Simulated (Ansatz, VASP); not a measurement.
## Si: VASP beside Ansatz

```
Si
1.0
     0.00000    2.70166    2.70166
     2.70166    0.00000    2.70166
     2.70166    2.70166    0.00000
Si
2
Direct
  0.50000 0.50000 0.50000
  0.75000 0.75000 0.75000
```

Alike in both runs: task single point; functional LDA; k mesh 10 × 10 × 10; no spin polarisation.

|  | VASP | Ansatz |
| --- | --- | --- |
| version | VASP 6.6.1 | Ansatz 0.2.0 |
| potentials or method | VASP PAW LDA potentials, release 64 (Si) | plane waves (420 eV) with PAW, scalar-relativistic |
| plane-wave cutoff (eV) | 520 | 420 |
| occupations | methfessel-paxton of order 1, width 0.6 eV | cold, width 0.6 eV |
| valence electrons in the cell | 8 | 8 |

```csv
,VASP,Ansatz,Ansatz less VASP
pressure (GPa),0.0,-0.2,-0.15
```

Ansatz warned: «pseudo_functional_mismatch».
